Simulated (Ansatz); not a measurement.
Ge:

```xyz
2
Lattice="0.0000 2.8289 2.8289 2.8289 0.0000 2.8289 2.8289 2.8289 0.0000" Properties=species:S:1:pos:R:3 pbc="T T T"
Ge    4.2434    4.2434    4.2434
Ge    2.8289    2.8289    2.8289
```

Base run:

* Program: Ansatz 0.2.0
* Functional: r2SCAN0
* Potentials or basis: Ansatz PAW
* Cutoff: 500 eV (not typed: the program's choice for these potentials)
* k mesh: 5 × 5 × 5
* Occupations: fermi-dirac, width 0.05 eV
* Spin: no spin polarisation

Its results: band gap on the k mesh 1.66 eV, indirect (least direct gap 1.68 eV); pressure -0.9 GPa.

Question: After a change of settings the same cell gave: band gap on the k mesh 1.50 eV, direct; pressure 0.8 GPa. Which change was it?
A. functional from r2SCAN0 to PBEsol; cutoff from 500 eV (not typed: the program's choice for these potentials) to 420 eV (not typed: the program's choice for these potentials)
B. functional from r2SCAN0 to LDA; cutoff from 500 eV (not typed: the program's choice for these potentials) to 420 eV (not typed: the program's choice for these potentials)
C. functional from r2SCAN0 to PBE0; cutoff from 500 eV (not typed: the program's choice for these potentials) to 420 eV (not typed: the program's choice for these potentials)
D. functional from r2SCAN0 to HSE06; cutoff from 500 eV (not typed: the program's choice for these potentials) to 420 eV (not typed: the program's choice for these potentials)

Answer: C.

Caveats: odd divisions of the mesh miss points on the zone boundary, where band edges often lie, so the gap on the mesh can be too wide; the PAW data sets come from PBE, with cores solved anew for the run's functional, which leaves a small shift of forces and pressure; the thresholds are loose for stress.
